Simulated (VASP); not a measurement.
# Ba (Fm-3m) in VASP: notebook

The runs below take Ba through single point, with BLYP.

Everything below comes from runs of VASP 6.6.1. Logs are shortened: lines on timing, memory, paths and dates and some standing lists are left out, and cuts for length are marked.

## Step 1: The crystal as given

Symmetry: Fm-3m, No. 225, cubic system. The conventional cell has a = 6.453 Å, b = 6.453 Å, c = 6.453 Å, α = 90.00°, β = 90.00°, γ = 90.00°.

This isn't the form of Ba at room conditions, which is bcc.

## Step 2: Single point, BLYP

Contents of INCAR:

```
PREC = Accurate ; ENCUT = 520
EDIFF = 1E-7 ; ISMEAR = -1
SIGMA = 0.1 ; LREAL = F
LASPH = T ; NELM = 100
ALGO = Normal ; ISIF = 2
LWAVE = F ; LCHARG = T
GGA = B5 ; ALDAX = 1.0
AGGAX = 1.0 ; AGGAC = 1.0
ALDAC = 0.0 ; LELF = T
LVHAR = T ; NBANDS = 11
```

Contents of KPOINTS:

```
Automatic mesh
0
Gamma
  14 14 14
```

Contents of POSCAR:

```
Ba
1.0
    0.0000000000      3.2265749296      3.2265749296
    3.2265749296      0.0000000000      3.2265749296
    3.2265749296      3.2265749296      0.0000000000
Ba
1
Direct
    0.0000000000      0.0000000000      0.0000000000
```

Potentials or basis: VASP PAW PBE potentials, release 64 (Ba_sv).

On the command line:

```sh
$ cat potpaw_PBE.64/Ba_sv/POTCAR > POTCAR
$ mpirun -np 1 vasp_std > vasp.out
```

OUTCAR:

```text
PREC = Accurate
   ENCUT = 520
   EDIFF = 1E-7
   ISMEAR = -1
   LREAL = F
   LASPH = T
   NELM = 100
   ISIF = 2
   GGA = B5

 ion  position               nearest neighbor table
   1  0.000  0.000  0.000-

  LATTYP: Found a face centered cubic cell.
 ALAT       =     6.4531498592

  Lattice vectors:

 A1 = (   0.0000000000,   3.2265749296,   3.2265749296)
 A2 = (   3.2265749296,   0.0000000000,   3.2265749296)
 A3 = (   3.2265749296,   3.2265749296,   0.0000000000)

Analysis of symmetry for initial positions (statically):
=====================================================================
 Subroutine PRICEL returns:
 Original cell was already a primitive cell.

 Routine SETGRP: Setting up the symmetry group for a
 face centered cubic supercell.

 Subroutine GETGRP returns: Found 48 space group operations
 (whereof 48 operations were pure point group operations)
 out of a pool of 48 trial point group operations.

The static configuration has the point symmetry O_h .

Analysis of symmetry for dynamics (positions and initial velocities):
=====================================================================
 Subroutine PRICEL returns:
 Original cell was already a primitive cell.

 Routine SETGRP: Setting up the symmetry group for a
 face centered cubic supercell.

 Subroutine GETGRP returns: Found 48 space group operations
 (whereof 48 operations were pure point group operations)
 out of a pool of 48 trial point group operations.

The dynamic configuration has the point symmetry O_h .

 Subroutine INISYM returns: Found 48 space group operations
 (whereof 48 operations are pure point group operations),
 and found     1 'primitive' translations

----------------------------------------------------------------------------------------

                                     Primitive cell

  volume of cell :      67.1824

  direct lattice vectors                    reciprocal lattice vectors
     0.000000000  3.226574930  3.226574930    -0.154963083  0.154963083  0.154963083
     3.226574930  0.000000000  3.226574930     0.154963083 -0.154963083  0.154963083
     3.226574930  3.226574930  0.000000000     0.154963083  0.154963083 -0.154963083

  length of vectors
     4.563066025  4.563066025  4.563066025     0.268403934  0.268403934  0.268403934

  position of ions in fractional coordinates (direct lattice)
     0.000000000  0.000000000  0.000000000

  ion indices of the primitive-cell ions
   primitive index   ion index
                 1           1

----------------------------------------------------------------------------------------

 KPOINTS: Automatic mesh

Automatic generation of k-mesh.
 Grid dimensions read from file:
 generate k-points for:   14   14   14

 Generating k-lattice:

  Cartesian coordinates                     Fractional coordinates (reciprocal lattice)
    -0.011068792  0.011068792  0.011068792     0.071428571  0.000000000  0.000000000
     0.011068792 -0.011068792  0.011068792     0.000000000  0.071428571  0.000000000
     0.011068792  0.011068792 -0.011068792     0.000000000  0.000000000  0.071428571

  Length of vectors
     0.019171710  0.019171710  0.019171710

  Shift w.r.t. Gamma in fractional coordinates (k-lattice)
     0.000000000  0.000000000  0.000000000

 Subroutine IBZKPT returns following result:
 ===========================================

 Found    104 irreducible k-points:

 Following reciprocal coordinates:
            Coordinates               Weight
  0.000000  0.000000  0.000000      1.000000
  0.071429  0.000000  0.000000      8.000000
  0.142857  0.000000  0.000000      8.000000
  0.214286  0.000000  0.000000      8.000000
  0.285714  0.000000  0.000000      8.000000
  0.357143  0.000000  0.000000      8.000000
[... 16 lines left out ...]
  0.214286  0.142857  0.000000     24.000000
  0.285714  0.142857  0.000000     24.000000
 [... further k-points ...]
   k-points           NKPTS =    104   k-points in BZ     NKDIM =    104   number of bands    NBANDS=     11
   number of dos      NEDOS =    301   number of ions     NIONS =      1
   total plane-waves  NPLWV =  46656
   dimension x,y,z NGX =    36 NGY =   36 NGZ =   36
   dimension x,y,z NGXF=    72 NGYF=   72 NGZF=   72
   ions per type =               1
   NGX,Y,Z   is equivalent  to a cutoff of  13.12, 13.12, 13.12 a.u.
   NGXF,Y,Z  is equivalent  to a cutoff of  26.23, 26.23, 26.23 a.u.
 SYSTEM =  unknown system
   PREC   = accura    normal or accurate (medium, high low for compatibility)
   ISTART =      0    job   : 0-new  1-cont  2-samecut
   ICHARG =      2    charge: 1-file 2-atom 10-const
   ISPIN  =      1    spin polarized calculation?
   LNONCOLLINEAR =      F non collinear calculations
   LSORBIT =      F    spin-orbit coupling
   LASPH  =      T    aspherical Exc in radial PAW
   ENCUT  =  520.0 eV  38.22 Ry    6.18 a.u.   8.48  8.48  8.48*2*pi/ulx,y,z
   NELM   =    100;   NELMIN=  2; NELMDL= -5     # of ELM steps
   EDIFF  = 0.1E-06   stopping-criterion for ELM
   LREAL  =      F    real-space projection
   EDIFFG = 0.1E-05   stopping-criterion for IOM
   NSW    =      0    number of steps for IOM
   IBRION =     -1    ionic relax: 0-MD 1-quasi-New 2-CG
   NFREE  =      0    steps in history (QN), initial steepest desc. (CG)
   ISIF   =      2    stress and relaxation
   ISYM   =      2    0-nonsym 1-usesym 2-fastsym
   POTIM  = 0.5000    time-step for ionic-motion
   TEBEG  =    0.0;   TEEND  =   0.0 temperature during run
   PSTRESS=    0.0 pullay stress
   NELECT =      10.0000    total number of electrons
   NUPDOWN=      -1.0000    fix difference up-down
   EMIN   =  10.00;   EMAX   =-10.00  energy-range for DOS
   EFERMI =   0.00;   METHOD = LEGACY
   ISMEAR =    -1;   SIGMA  =   0.10  broadening in eV -4-tet -1-fermi 0-gaus
   EFERMI_NEDOS =   21; number of points for ismear=-14 and -15
   IALGO  =     38    algorithm
   IMIX   =      4    mixing-type and parameters
     AMIX     =   0.40;   BMIX     =  1.00
     AMIX_MAG =   1.60;   BMIX_MAG =  1.00
  volume/ion in A,a.u.               =      67.18       453.37
  Fermi-wavevector in a.u.,A,eV,Ry     =   0.867607  1.639540 10.241677  0.752742
  Thomas-Fermi vector in A             =   1.986165
   LORBIT       =      0    0 simple, 1 ext, 2 COOP (PROOUT), +10 PAW based schemes
   GGA     = B5    functional components
   LHFCALC =     F    Hartree Fock is set to
   AEXX    =    0.0000 exact exchange contribution
   IVDW    =     0    specifies the selected vdW correction
   LEPSILON=     F    determine dielectric tensor
   LRPA    =     F    only Hartree local field effects (RPA)
 non-spin polarized calculation
  energy-cutoff  :      520.00
  volume of cell :       67.18
 maximum number of plane-waves:      1838
 NGX is ok and might be reduce to    36
   NGX = 17   NGY = 17   NGZ = 17

 number of electron      10.0000000 magnetization

 Free energy of the ion-electron system (eV)
  ---------------------------------------------------
  ext. energy  EPLUGINS =         0.00000000
  ---------------------------------------------------
  free energy    TOTEN  =        -1.26093530 eV

  energy without entropy =       -1.20177860  energy(sigma->0) =       -1.23135695

 E-fermi :   1.9528     XC(G=0):  -6.7283

 val. band max:        1.9517436548   @ k =   0.4286   0.3571   0.0000
 cond. band min:       1.9547237831   @ k =  -0.3571   0.3571   0.1429
 fundamental gap:      0.0029801283
 Fermi energy:         1.9528095961

 k-point     1 :       0.0000    0.0000    0.0000
  band No.  band energies     occupation
      1     -27.1078      2.00000
      2     -12.1532      2.00000
      3     -12.1532      2.00000
      4     -12.1532      2.00000
      5      -0.7307      2.00000
      6       3.5348      0.00000
      7       3.5348      0.00000
      8       3.5348      0.00000
      9       4.9228      0.00000
     10       4.9228      0.00000
     11       7.9400      0.00000

 k-point     2 :       0.0714    0.0000    0.0000
  band No.  band energies     occupation
      1     -27.1063      2.00000
      2     -12.1726      2.00000
      3     -12.1557      2.00000
      4     -12.1557      2.00000
      5      -0.6458      2.00000
      6       3.4391      0.00000
      7       3.5760      0.00000
      8       3.5760      0.00000
      9       4.8720      0.00000
     10       4.8720      0.00000
     11       8.1406      0.00000

 k-point     3 :       0.1429    0.0000    0.0000
  band No.  band energies     occupation
      1     -27.1021      2.00000
      2     -12.2265      2.00000
      3     -12.1627      2.00000
      4     -12.1627      2.00000
      5      -0.4026      2.00000
      6       3.2115      0.00001
      7       3.6702      0.00000
      8       3.6702      0.00000
      9       4.7801      0.00000
     10       4.7801      0.00000
     11       8.5486      0.00000

 k-point     4 :       0.2143    0.0000    0.0000
  band No.  band energies     occupation
      1     -27.0961      2.00000
      2     -12.3026      2.00000
      3     -12.1727      2.00000
      4     -12.1727      2.00000
      5      -0.0374      2.00000
      6       2.9653      0.00008
      7       3.7202      0.00000
      8       3.7202      0.00000
      9       4.8035      0.00000
     10       4.8035      0.00000
     11       8.2439      0.00000

 k-point     5 :       0.2857    0.0000    0.0000
  band No.  band energies     occupation
      1     -27.0894      2.00000
      2     -12.3850      2.00000
      3     -12.1838      2.00000
      4     -12.1838      2.00000
      5       0.3806      2.00000
      6       2.7990      0.00042
      7       3.6528      0.00000
      8       3.6528      0.00000
      9       5.0520      0.00000
     10       5.0520      0.00000
     11       7.8058      0.00000
[... 211 lines left out ...]
 k-point    21 :      -0.0714    0.0714    0.0000
  band No.  band energies     occupation
      1     -27.1039      2.00000
      2     -12.1993      2.00000
      3     -12.1669      2.00000
      4     -12.1566      2.00000
      5      -0.5078      2.00000
      6       3.2964      0.00000
      7       3.6399      0.00000
      8       3.6408      0.00000
      9       4.6936      0.00000
     10       4.9154      0.00000
     11       8.4462      0.00000

 k-point    22 :       0.1429    0.1429    0.0000
  band No.  band energies     occupation
      1     -27.1003      2.00000
      2     -12.2244      2.00000
      3     -12.1788      2.00000
      4     -12.1788      2.00000
      5      -0.2930      2.00000
      6       3.0493      0.00003
      7       3.8010      0.00000
      8       3.8010      0.00000
      9       4.2738      0.00000
     10       5.0900      0.00000
     11       8.9299      0.00000

 k-point    23 :       0.2143    0.1429    0.0000
  band No.  band energies     occupation
      1     -27.0957      2.00000
      2     -12.2738      2.00000
      3     -12.1916      2.00000
      4     -12.1885      2.00000
      5      -0.0185      2.00000
      6       2.8454      0.00027
      7       3.7955      0.00000
      8       3.9275      0.00000
      9       4.1900      0.00000
     10       5.1741      0.00000
     11       9.2199      0.00000

 k-point    24 :       0.2857    0.1429    0.0000
  band No.  band energies     occupation
      1     -27.0899      2.00000
      2     -12.3413      2.00000
      3     -12.2041      2.00000
      4     -12.2003      2.00000
      5       0.3585      2.00000
      6       2.6664      0.00159
      7       3.5245      0.00000
      8       3.9712      0.00000
      9       4.5080      0.00000
     10       5.3537      0.00000
     11       8.7312      0.00000

 [... further k-points ...]

------------------------ aborting loop because EDIFF is reached ----------------------------------------

  FORCE on cell =-STRESS in cart. coord.  units (eV):
  Direction    XX          YY          ZZ          XY          YZ          ZX
  --------------------------------------------------------------------------------------
  -------------------------------------------------------------------------------------
  Total        0.0282956      0.0282956      0.0282956     -0.0000000      0.0000000     -0.0000000
  in kB        0.6747987      0.6747987      0.6747987     -0.0000000      0.0000000     -0.0000000
  external PRESSURE =       0.6747987 kB  Pullay stress =       0.0000000 kB

 VOLUME and BASIS-vectors are now :
 -----------------------------------------------------------------------------
  energy-cutoff  :      520.00
  volume of cell :       67.18
      direct lattice vectors                 reciprocal lattice vectors
     0.000000000  3.226574930  3.226574930    -0.154963083  0.154963083  0.154963083
     3.226574930  0.000000000  3.226574930     0.154963083 -0.154963083  0.154963083
     3.226574930  3.226574930  0.000000000     0.154963083  0.154963083 -0.154963083

 POSITION                                       TOTAL-FORCE (eV/Angst)
 -----------------------------------------------------------------------------------
      0.00000      0.00000      0.00000         0.000000      0.000000      0.000000
 -----------------------------------------------------------------------------------
    total drift:                               -0.000000      0.000000      0.000000

  FREE ENERGIE OF THE ION-ELECTRON SYSTEM (eV)
  ---------------------------------------------------
  free  energy   TOTEN  =        -1.2609353031 eV

  energy  without entropy=       -1.2017786025  energy(sigma->0) =       -1.23135695
```

It took 2.2 min on 1 thread of Intel Xeon Platinum 8375C at 2.90GHz (Ice Lake), shared host; peak memory 0.24 GiB.

What came out:

```
Free energy            : -1.2609 eV
Pressure               : 0.1 GPa
Band gap on the k mesh : none (metal or under the smearing width)
```

Levels at points of the mesh, in eV from the Fermi level:
```csv
k point,band 1,band 2,band 3,band 4,band 5,band 6,band 7,band 8,band 9,band 10
"(0.00, 0.00, 0.00)",-29.06,-14.11,-14.11,-14.11,-2.68,1.58,1.58,1.58,2.97,2.97
"(0.50, 0.00, 0.00)",-29.03,-14.48,-14.16,-14.16,-0.93,1.04,1.46,1.46,4.05,4.05
"(0.50, 0.50, 0.00)",-29.02,-14.45,-14.24,-14.24,-0.75,-0.16,1.98,4.05,4.38,4.38
```

Caveat: the PAW data sets were made with another functional, which shifts forces and pressure a little. Spin-orbit coupling is left out, which matters for the levels of Ba.

## Step 3: Single point, BLYP

Contents of INCAR:

```
SYSTEM = Ba
AGGAC = 1.0
AGGAX = 1.0
ALDAC = 0.0
ALDAX = 1.0
ALGO = Fast
EDIFF = 1E-6
ENCUT = 520
GGA = B5
ISIF = 2
ISMEAR = -1
LASPH = .TRUE.
LCHARG = .FALSE.
LREAL = .FALSE.
LWAVE = .FALSE.
NBANDS = 11
NELM = 80
PREC = Accurate
SIGMA = 0.1
```

Contents of KPOINTS:

```
k-points
0
G
  10 10 10
  0 0 0
```

POSCAR is that of step 2.

Potentials or basis: VASP PAW PBE potentials, release 64 (Ba_sv).

On the command line:

```sh
$ cat potpaw_PBE.64/Ba_sv/POTCAR > POTCAR
$ mpirun -np 1 vasp_std > vasp.out
```

Run time: 78 s. Hardware: 1 thread of Intel Xeon Platinum 8375C at 2.90GHz (Ice Lake), shared host; peak memory 0.21 GiB.

The run converged. Its results:

```yaml
Free_energy: -1.2605 eV
Pressure: 0.1 GPa
Band_gap_on_the_k_mesh: none (metal or under the smearing width)
```

Levels at points of the mesh, in eV from the Fermi level:
| k point | band 2 | band 3 | band 4 | band 5 | band 6 | band 7 | band 8 | band 9 |
| --- | --- | --- | --- | --- | --- | --- | --- | --- |
| (0.00, 0.00, 0.00) | -14.10 | -14.10 | -14.10 | -2.68 | 1.58 | 1.58 | 1.58 | 2.97 |
| (0.50, 0.00, 0.00) | -14.47 | -14.15 | -14.15 | -0.93 | 1.04 | 1.46 | 1.46 | 4.05 |
| (0.50, 0.50, 0.00) | -14.45 | -14.24 | -14.24 | -0.75 | -0.16 | 1.98 | 4.05 | 4.38 |

Caveat: the PAW data sets were made with another functional, which shifts forces and pressure a little. Spin-orbit coupling is left out, which matters for the levels of Ba.

(Continued in part 2 of 2.)
